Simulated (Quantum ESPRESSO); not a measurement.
Runs of Quantum ESPRESSO 7.5 on ZrC. Symmetry: Fm-3m, No. 225, cubic system. The conventional cell has a = 4.730 Å, b = 4.730 Å, c = 4.730 Å, α = 90.00°, β = 90.00°, γ = 90.00°. Zr (site symmetry m-3m) is surrounded by 6 C at 2.37 Å. C (site symmetry m-3m) has 6 Zr at 2.37 Å as nearest neighbours. 

```tsv
task	level	potentials or basis	spin	cell	k mesh	cutoff (eV)	SCF threshold	q mesh for exact exchange	cutoff for exact exchange	symmetry	form of the LDA correlation	mesh quality	gap on the mesh (eV)	pressure (GPa)	V0 of scaled cells (Å³/atom)	B0 (GPa)
single point	PBE	PseudoDojo 0.4 FR PBE standard	SOC, no magnetisation	as given	6 × 6 × 6	1116	4e-10 Ry	-	-	-	-	coarse	none	(a)	-	-
equation of state	PBEsol	GBRV 1.5 PBEsol	off	as given	10 × 10 × 10	612	4e-10 Ry	-	-	-	-	not flagged	-	-	12.72	236
band structure	r2SCAN	SG15 PBE 1.2	off	as given	8 × 8 × 8	1197	1e-08 Ry	-	-	off	-	not flagged	none	(c)	-	-
single point	PBEsol	GBRV 1.5 PBEsol	off	as given	10 × 10 × 10	612	4e-10 Ry	-	-	-	-	not flagged	none	-8.6	-	-
equation of state	LDA	GBRV 1.5 LDA	off	as given	10 × 10 × 10	612	4e-10 Ry	-	-	-	PZ81	not flagged	-	-	12.51	(b)
band structure	LDA	GBRV 1.5 LDA	off	as given	10 × 10 × 10	612	4e-10 Ry	-	-	-	PZ81	not flagged	none	-12.5	-	-
band structure	PBEsol	GBRV 1.5 PBEsol	off	as given	10 × 10 × 10	612	4e-10 Ry	-	-	-	-	not flagged	none	-8.6	-	-
single point	PBEsol	GBRV 1.5 PBEsol	off	atoms moved at random, drawn with an rms of 0.05 Å	10 × 10 × 10	612	4e-10 Ry	-	-	-	-	not flagged	none	-8.4	-	-
equation of state	r2SCAN	SG15 PBE 1.2	off	as given	8 × 8 × 8	1197	1e-08 Ry	-	-	off	-	not flagged	-	-	13.07	229
```

Alike in all rows: smearing fermi-dirac 0.05 eV.

Task: Fill in the values left out.

Result: (a) -2.6; (b) 247; (c) -2.8.

Caveats: some runs use coarse meshes; the potentials were made for another functional, which shifts forces and pressure (some runs).

A k mesh can miss the band edges, and rows without SOC leave out spin-orbit coupling on Zr.

A gap of «none» marks a metal or a gap under the smearing width.
